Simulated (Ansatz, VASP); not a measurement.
## Two plane-wave programs on PtSe2

File INCAR:

```
SYSTEM = PtSe2
PREC = Accurate
ENCUT = 520
EDIFF = 1E-6
ISMEAR = 0
SIGMA = 0.1
LREAL = .FALSE.
LASPH = .TRUE.
NELM = 150
ALGO = Normal
ISIF = 2
LWAVE = .FALSE.
LCHARG = .TRUE.
ISPIN = 2
MAGMOM = 1 0 0
LORBIT = 11
LMAXMIX = 4
GGA = PS
LELF = .TRUE.
LVHAR = .TRUE.
NBANDS = 22
```

KPOINTS

```
regular mesh
0
G
  6 6 4
  0 0 0
```

File POSCAR:

```
PtSe2
1.0
    3.7240006046      0.0000000000      0.0000000000
   -1.8620003023      3.2250791273      0.0000000000
    0.0000000000      0.0000000000      5.0620000000
Pt Se
1 2
Direct
    0.0000000000      0.0000000000      0.0000000000
    0.3333333333      0.6666666667      0.2500000000
    0.6666666667      0.3333333333      0.7500000000
```

Input for Ansatz:

```yaml
crystal:
  lattice:
    - [3.724, 0.0, 0.0]
    - [-1.862, 3.2250786037, 0.0]
    - [0.0, 0.0, 5.062]
  atoms:
    - { symbol: Pt, position: [0.0, 0.0, 0.0], spin: 1.0 }
    - { symbol: Se, position: [0.3333333333, 0.6666666667, 0.25] }
    - { symbol: Se, position: [0.6666666667, 0.3333333333, 0.75] }
basis:
  ecutwfc: 420
kpoints:
  mp_grid: { grid: [6, 6, 4] }
hamiltonian:
  xc: pbesol
scf:
  occupations: { method: gaussian, width: 0.1 }
  lower_state_search: "off"
output:
  forces: true
  stress: true
  eigenvalues: true
  populations: true
magnetization:
  spin_polarized: true
```

Alike in both runs: task single point; functional PBEsol; k mesh 6 × 6 × 4; occupations gaussian, width 0.1 eV; collinear spin.

```csv
,VASP,Ansatz
version,VASP 6.6.1,Ansatz 0.2.0
potentials or method,"VASP PAW PBE potentials, release 64 (Pt, Se)","scalar-relativistic, plane waves, PAW"
plane-wave cutoff (eV),520,420
valence electrons in the cell,22,50
```

```csv
,VASP,Ansatz,Ansatz less VASP
gap on the k mesh at the Fermi level (eV),none,none,-
pressure (GPa),2.2,2.1,-0.08
largest component of the traceless stress (GPa),0.99,0.96,-0.037
rms of the force components (eV/Å),0.163,0.154,-0.0089
net moment per atom (μB),0.00,0.00,0.000
```

Atom by atom the forces differ by 0.009 eV/Å (rms over components). A gap of «none» marks a metal or a gap that the smearing closes. The two sets of potentials don't hold the same shells in valence. Ansatz warned: «seeded_moment_not_kept».

Caveats: the PAW data sets were made with another functional, which shifts forces and pressure a little (VASP). Spin-orbit coupling is left out, which matters for the levels of Pt.
